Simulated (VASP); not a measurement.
CdS (Greenockite): single point with PBE

**Measured values to compare with.**

From “Isotope dependence of band-gap energy”, 2008, arxiv:0807.2152, for a bulk crystal of CdS: band gap 2.5809 ± 0.0002 eV.

CdS (Greenockite):

```
CELL_PARAMETERS angstrom
4.15000 0.00000 0.00000
-2.07500 3.59401 0.00000
0.00000 0.00000 6.73700
ATOMIC_POSITIONS crystal
Cd 0.66667 0.33333 0.50000
Cd 0.33333 0.66667 0.00000
S 0.66667 0.33333 0.87500
S 0.33333 0.66667 0.37500
```

```
Program                : VASP 6.6.1
Task                   : single point
Functional             : PBE
Potentials or basis    : VASP PAW PBE potentials, release 64 (Cd, S)
Cutoff                 : 520 eV
k mesh                 : 7 × 7 × 4
Occupations            : gaussian, width 0.027 eV
Spin                   : no spin polarisation
Further INCAR settings : ALGO = Normal; EDIFF = 1e-06
```

The pressure is 2.4 GPa. The largest force is 0.069 eV/Å. The band gap on the k mesh is 1.20 eV, direct.

Forces in eV/Å, atoms in the order of the input:
```
Cd   0.000  0.000 -0.069
Cd   0.000  0.000 -0.069
S    0.000  0.000  0.069
S    0.000  0.000  0.069
```

Stress tensor (GPa, compression positive):
```
2.20 0.00 0.00
0.00 2.20 0.00
0.00 0.00 2.85
```

Levels at points of the mesh, in eV from the valence-band top:
```tsv
k point	band 16	band 17	band 18	band 19	band 20	band 21
(0.00, 0.00, 0.00)	-0.04	0.00	0.00	1.20	2.79	6.47
(0.00, 0.00, 0.50)	-0.39	-0.39	-0.39	2.84	2.84	6.20
```

Wall time 46 s on 1 thread of AMD EPYC 7R13 Processor (Zen 3), with other jobs on the host, peak memory 0.2 GiB.

Measured gap of CdS: 2.5809 eV (quoted in “Isotope dependence of band-gap energy”, 2008, arxiv:0807.2152). This calculation gives 1.20 eV (-1.38 eV). So large a miss can be the level of theory's own, or it may mean another phase, state or a wrong row. Spin-orbit coupling on Cd is left out. The value is that of PBE, without temperature or zero-point motion. Semilocal functionals fall short of measured gaps as a rule.
